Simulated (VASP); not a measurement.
A run of VASP 6.6.1 is set up as follows.

INCAR

```
SYSTEM = Os
PREC = Accurate
ENCUT = 600
EDIFF = 1E-7
ISMEAR = 0
SIGMA = 0.1
LREAL = .FALSE.
LASPH = .TRUE.
NELM = 60
ALGO = Fast
ISIF = 3
LWAVE = .FALSE.
LCHARG = .FALSE.
GGA = PS
IBRION = 2
NSW = 90
EDIFFG = -0.005
```

The input KPOINTS:

```
regular mesh
0
G
  6 6 6
  0 0 0
```

Contents of POSCAR:

```
Os
1.0
    0.0000000000      1.9129311800      1.9129311800
    1.9129311800      0.0000000000      1.9129311800
    1.9129311800      1.9129311800      0.0000000000
Os
1
Direct
    0.0000000000      0.0000000000      0.0000000000
```

Potentials or basis: VASP PAW PBE potentials, release 64 (Os).

The run is started by

```sh
$ cat potpaw_PBE.64/Os/POTCAR > POTCAR
$ mpirun -np 1 vasp_std > vasp.out
```

Task: Estimate the band gap on the k mesh.

Result: None (metal or under the smearing width).

Final structure:
```
CELL_PARAMETERS angstrom
0.00000 1.91293 1.91293
1.91293 0.00000 1.91293
1.91293 1.91293 0.00000
ATOMIC_POSITIONS crystal
Os 0.00000 0.00000 0.00000
```

Caveat: the k mesh is coarse (spacing up to 0.47 Å⁻¹), so the values aren't converged; the relaxation stopped at its first step, so nothing moved. Spin-orbit coupling is left out, which matters for the levels of Os.
